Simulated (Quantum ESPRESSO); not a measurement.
# ZrB2: Wannier functions under several settings

```xyz
3
Lattice="3.1700 0.0000 0.0000 -1.5850 2.7453 0.0000 0.0000 0.0000 3.5330" Properties=species:S:1:pos:R:3 pbc="T T T"
Zr    0.0000    0.0000    0.0000
B     1.5850    0.9151    1.7665
B     0.0000    1.8302    1.7665
```

All runs used Quantum ESPRESSO 7.5; potentials PseudoDojo 0.4.1 SR LDA standard; k mesh 8 × 8 × 6; given cell; no spin polarisation; cutoff 1034 eV; occupations fermi-dirac, width 0.05 eV.

```csv
level,start,Wannier mesh,spread a function (Å²)
LDA,atomic projections with disentanglement,6 × 6 × 5,1.04
LDA,"atomic projections with disentanglement, not minimised",6 × 6 × 5,1.42
LDA,SCDM with an erfc weight,6 × 6 × 5,?
```

What stands in the row left open?

Spread a function 1.99 Å².

Caveats: the Wannier minimisation didn't converge (some runs).

For the row left open. Caveat: the k mesh is coarse.
